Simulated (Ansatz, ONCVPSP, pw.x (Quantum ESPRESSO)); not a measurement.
**What a changed setting does to a pw.x run (fcc Mn)**

Potential: optimised norm-conserving Vanderbilt (ONCV), ONCVPSP 4.0.1, PBE; core [Ar], reference 3d5 4s2; waves: 4s: rc 2.75 bohr, ncon 4, nbas 8, qcut 2.9 1/bohr, 1 projector; p scattering state at 0.39 Ha: rc 3.00 bohr, ncon 4, nbas 8, qcut 2.2 1/bohr, 2 projectors, debl 1.3 Ha; 3d: rc 1.90 bohr, ncon 4, nbas 8, qcut 7.4 1/bohr, 2 projectors, debl 1.9 Ha; local part: polynomial inside 1.60 bohr (lpopt 2, dvloc0 0 Ha); core correction: polynomial model core, fcfact 0.4. In the p channel the program set the typed energies aside and used 0.050, 1.350 Ha.

The reference run (k-mesh 16³, cutoffs 65/260 Ry, Fermi–Dirac 0.01 Ry, mixing_beta 0.4, conv_thr 1e-9, no spin) gives 0.93 GPa at 10.772 Å³/atom, where all-electron LAPW gives 0.05 GPa. This run, with its own iteration cap, changes degauss to 0.02.

```
&control
  calculation='scf', prefix='x', pseudo_dir='./', outdir='./tmp', tstress=.true., disk_io='none'
/
&system
  ibrav=0, nat=1, ntyp=1, ecutwfc=65, ecutrho=260, nbnd=11,
  occupations='smearing', smearing='fd', degauss=0.02
/
&electrons
  conv_thr=1e-09, mixing_beta=0.4, electron_maxstep=50
/
ATOMIC_SPECIES
Mn 1.0 Mn.UPF
CELL_PARAMETERS angstrom
  0.00000000 1.75289317 1.75289317
  1.75289317 0.00000000 1.75289317
  1.75289317 1.75289317 0.00000000
ATOMIC_POSITIONS crystal
Mn 0.0000 0.0000 0.0000
K_POINTS automatic
16 16 16 0 0 0
```

```bash
pw.x < Mn.scf.in > Mn.scf.out
```

Problem. How does the run end?

Solution. It converges in 7 iterations; the free energy moves by -141.8 meV/atom and the pressure by +2.94 GPa. In a metal, with Fermi–Dirac smearing, F lies below its zero-width value by a term in the square of the width.

```
Message from routine setup:
     using ibrav=0 with symmetry is DISCOURAGED, use correct ibrav instead
     lattice parameter (alat)  =       4.6846  a.u.
     unit-cell volume          =      72.6931 (a.u.)^3
     number of electrons       =         7.00
     number of Kohn-Sham states=           11
     kinetic-energy cutoff     =      65.0000  Ry
     charge density cutoff     =     260.0000  Ry
     scf convergence threshold =      1.0E-09
     Exchange-correlation= PBE
     number of k points=   145  Fermi-Dirac smearing, width (Ry)=  0.0200
     iteration #  1     ecut=    65.00 Ry     beta= 0.40
     total energy              =     -33.15917872 Ry
     estimated scf accuracy    <       0.06389644 Ry
     iteration #  2     ecut=    65.00 Ry     beta= 0.40
     total energy              =     -33.17101919 Ry
     estimated scf accuracy    <       0.00079211 Ry
     iteration #  3     ecut=    65.00 Ry     beta= 0.40
     total energy              =     -33.17108600 Ry
     estimated scf accuracy    <       0.00025080 Ry
     iteration #  4     ecut=    65.00 Ry     beta= 0.40
     total energy              =     -33.17109228 Ry
     estimated scf accuracy    <       0.00000238 Ry
     iteration #  5     ecut=    65.00 Ry     beta= 0.40
     total energy              =     -33.17109290 Ry
     estimated scf accuracy    <       0.00000030 Ry
     iteration #  6     ecut=    65.00 Ry     beta= 0.40
     total energy              =     -33.17109292 Ry
     estimated scf accuracy    <       0.00000002 Ry
     iteration #  7     ecut=    65.00 Ry     beta= 0.40
     the Fermi energy is    14.9038 ev
!    total energy              =     -33.17109293 Ry
     estimated scf accuracy    <          8.2E-10 Ry
     smearing contrib. (-TS)   =      -0.02820993 Ry
     The total energy is F=E-TS. E is the sum of the following terms:
     one-electron contribution =      10.69400625 Ry
     hartree contribution      =       2.79326750 Ry
     xc contribution           =     -12.71935610 Ry
     ewald contribution        =     -33.91080066 Ry
     convergence has been achieved in   7 iterations
          total   stress  (Ry/bohr**3)                   (kbar)     P=       38.75
     Message from routine punch:
     Nothing written, as per user request (disk_io='none')
```

The run took about 9 s on one core of a shared server CPU.
